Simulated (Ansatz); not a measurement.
# Calculated core-electron binding energies for SiO2

Cell: a computed structure from the Materials Project (it need not be an observed phase), atoms as given, repeated to a supercell; a hole's nearest image is 7.0 Å away.

Space group I-42d (No. 122); a = 4.9546, c = 7.3113 Å.

| site | Wyckoff | site symmetry | x | y | z |
| --- | --- | --- | --- | --- | --- |
| Si1 | 4a | -4.. | 0.0000 | 0.5000 | 0.2500 |
| O9 | 8d | .2. | 0.7500 | 0.5968 | 0.3750 |

One atom of each set is listed; the run and its k-mesh use a cell of 24 atoms with edges of 7.31, 7.01, 10.13 Å.

The numbers come from a DFT calculation in Ansatz (PBE, plane waves and PAW, scalar-relativistic, 420 eV cutoff, Γ-centred 4×4×4 k-points, fixed occupations).

Each value is a total-energy difference between the cell with one core hole and the ground state (ΔSCF), counted from the top of the valence band. The cell with the hole is spin-polarised, as the shell with the hole is left with one unpaired spin. The periodic images are corrected with the calculated ε∞ = 2.22, 2.22, 2.23.

Task: Give the Si 2p, O 1s lines of each distinct site.

Result: 

```json
{"line": "Si 2p", "atom": "1", "first shell": "4 O at 1.61 Å", "E_B (eV)": "99.8", "j = l + ½ / j = l − ½ (eV)": "99.6 / 100.2"}
{"line": "O 1s", "atom": "9", "first shell": "2 Si at 1.61 Å, angle 145°", "E_B (eV)": "528.7", "j = l + ½ / j = l − ½ (eV)": "–"}
```

For p, d and f shells E_B is the weighted mean of the two lines, whose splitting comes from the free atom's Dirac orbitals.

The program doubts some values: the potential far from the hole hasn't levelled off. Absolute PBE values can be off by an eV or more. Multiplets, satellites and widths aren't calculated.

The largest force is 0.3 eV/Å, so the atoms aren't at the calculated equilibrium and relaxing them would move these values.
